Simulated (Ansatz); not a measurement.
# Cu: the change of phonon heat capacity and phonon entropy with temperature

Harmonic vibrational free energy, entropy and heat capacity at constant volume, per atom, from the force constants of a q mesh, imaginary modes left out; plane waves with PAW datasets, Gamma-centred k mesh. The results are calculated, by Ansatz 0.2.0.

Structure of every row (space group Fm-3m, No. 225):
```
cell vectors (Å)
   0.0000     1.7701     1.7701
   1.7701     0.0000     1.7701
   1.7701     1.7701     0.0000
atoms (fractions of the cell vectors)
Cu  0.00000  0.00000  0.00000
```

Settings of every row: functional PBEsol; dispersion none; spin none; wave cutoff 420 eV; k mesh 20x20x20; occupations fermi dirac; smearing width 0.15 eV; volume over rest 0.98; phonon method linear response; q mesh 2x2x2.

Limits: coarse q mesh; metal sensitive to the k mesh.

| row | temperature (K) | phonon heat capacity (kB/atom) | phonon entropy (kB/atom) | phonon free energy (meV/atom) |
| --- | --- | --- | --- | --- |
| 1 | 200 | 2.586 | 2.574 | 15 |
| 2 | 300 | 2.804 | 3.672 | -12.1 |
| 3 | 400 | 2.887 | 4.492 | -47.5 |
| 4 | 500 | 2.927 | 5.141 | -89.1 |
| 5 | 600 | 2.949 | 5.676 | -135.7 |
| 6 | 700 | ? | ? | ? |
| 7 | 800 | 2.971 | 6.528 | -241.2 |
| 8 | 900 | 2.977 | 6.879 | -299 |
| 9 | 1000 | 2.981 | 7.192 | -359.7 |

Question: what phonon heat capacity and phonon entropy should row 6 give?

Worked fit of phonon heat capacity. At high temperature a harmonic heat capacity falls short of its limit by a term in 1/T², so take t = (100 K / T)². The shown rows have t = 0.25, 0.11111, 0.0625, 0.04, 0.02778, 0.01562, 0.01235, 0.01. Least squares give phonon heat capacity = 2.9996 − 1.8462 × t + 0.768 × t² kB/atom; a straight line predicts inner rows, each left out in turn, worse (root mean square 0.0045 against 0.00016 kB/atom). All shown rows lie on it to the printed digit. The constant, 2.9996 kB/atom, is to be held against the harmonic limit of 3 k_B an atom. The withheld row has t = 0.02041, so the fit gives 2.9996 − 1.8462 × (0.02041) + 0.768 × (0.02041)² = 2.962 kB/atom.

The calculation gave 2.962 kB/atom. The fit meets it to the printed digit.

Worked fit of phonon entropy. Entropy rises as the heat capacity times the change of ln T, so take t = ln(T / 300 K). The shown rows have t = -0.4055, 0, 0.2877, 0.5108, 0.6931, 0.9808, 1.0986, 1.204. Least squares give phonon entropy = 3.6831 + 2.79252 × t + 0.10569 × t² kB/atom; a straight line predicts inner rows, each left out in turn, worse (root mean square 0.026 against 0.0081 kB/atom). The rows lie off it by 0.006, -0.011, -0.003, 0.004, 0.007, 0.004, 0.000, -0.007 (root mean square 0.0061 kB/atom), a smooth pattern that one more power would take up: the form is only approximate. The slope at t = 0, 2.79 kB/atom, estimates the heat capacity at 300 K. The withheld row has t = 0.8473, so the fit gives 3.6831 + 2.79252 × (0.8473) + 0.10569 × (0.8473)² = 6.125 kB/atom.

The calculation gave 6.132 kB/atom. The fit lies 0.007 kB/atom (0.15 % of the column's range) below it; its largest miss of a shown row is 0.011 kB/atom.

The other values of row 6: phonon free energy -186.7 meV/atom.
